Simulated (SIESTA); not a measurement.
The system is Al2Au.

```xyz
3
Lattice="0.0000 3.0000 3.0000 3.0000 0.0000 3.0000 3.0000 3.0000 0.0000" Properties=species:S:1:pos:R:3 pbc="T T T"
Au    0.0000    0.0000    0.0000
Al    4.5000    4.5000    4.5000
Al    1.5000    1.5000    1.5000
```

Base run:

- Program: SIESTA 5.4.2
- Functional: PBE
- Potentials or basis: PseudoDojo 0.4 standard (PBE files)
- Basis: DZP (energy shift 0.003 Ry; two zetas on semicore shells)
- Grid cutoff: 800 Ry
- Energy shift: 0.003 Ry
- k mesh: 8 × 8 × 8
- Occupations: fermi-dirac, width 0.05 eV
- Spin: no spin polarisation

Its results: band gap on the k mesh none (metal or under the smearing width); pressure 3.6 GPa.

Question: After a change of settings the same cell gave: band gap on the k mesh none (metal or under the smearing width); pressure 7.4 GPa. Which change was it?
A. basis from DZP (energy shift 0.003 Ry; two zetas on semicore shells) to SZ (energy shift 0.003 Ry)
B. basis from DZP (energy shift 0.003 Ry; two zetas on semicore shells) to TZP (energy shift 0.003 Ry; two zetas on semicore shells)
C. basis from DZP (energy shift 0.003 Ry; two zetas on semicore shells) to TZDP (energy shift 0.003 Ry; two zetas on semicore shells)
D. basis from DZP (energy shift 0.003 Ry; two zetas on semicore shells) to SZP (energy shift 0.003 Ry)

Answer: D.

Caveats: short orbitals over semicore shells can move pressures by several GPa; the basis of atomic orbitals isn't converged, which shifts pressures, moduli and gaps.
